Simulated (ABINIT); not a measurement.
Runs of ABINIT 10.8.3 (patched build) on Si2Ni. Symmetry: Fm-3m, No. 225, cubic system. The conventional cell has a = 5.406 Å, b = 5.406 Å, c = 5.406 Å, α = 90.00°, β = 90.00°, γ = 90.00°. Ni (site symmetry m-3m) is surrounded by 8 Si at 2.34 Å. Si (site symmetry -43m) is surrounded by 4 Ni at 2.34 Å. 

```tsv
task	level	potentials or basis	k mesh	cutoff (eV)	fine-grid cutoff	most SCF steps	mesh quality	gap on the mesh (eV)	pressure (GPa)	moment (μB)	V0 of scaled cells (Å³/atom)	B0 (GPa)
single point	PBEsol	JTH PAW PBE v2.0	9 × 9 × 9	1116	1714.32 eV	-	not flagged	none	-0.6	0.00	-	-
band structure	PBEsol	JTH PAW PBE v2.0	8 × 8 × 8	1116	1714.32 eV	-	not flagged	none	-1.3	0.00	-	-
single point	HSE03(Libxc)	SPMS NC PBE v1.0	3 × 3 × 3	816	-	60	coarse	none	-	0.22	-	-
equation of state	PBEsol	JTH PAW PBE v2.0	6 × 6 × 6	1116	1714.32 eV	-	not flagged	-	-	-	(a)	162
equation of state	LDA	JTH PAW LDA v2.0	5 × 5 × 5	1116	1714.32 eV	-	coarse	-	-	-	12.85	(b)
```

Alike in all rows: spin collinear, ferromagnetic start; cell as given; smearing fermi-dirac 0.05 eV.

**Question.** Estimate the missing entries.

**Answer.** (a) 13.13; (b) 173.

Caveats: some runs use coarse meshes; small starting moments can end in a higher magnetic state in this program (some runs); the PAW data sets were made with another functional, which shifts forces and pressure a little (some runs); pressures at fixed basis lie under the slope of the energies (some runs); exact exchange is summed on a coarse mesh, which widens gaps by tenths of an eV (some runs); Libxc's HSE differs a little from that of other programs (some runs); the potentials were made for another functional, which shifts forces and pressure (some runs).

A gap of «none» marks a metal or a gap under the smearing width.
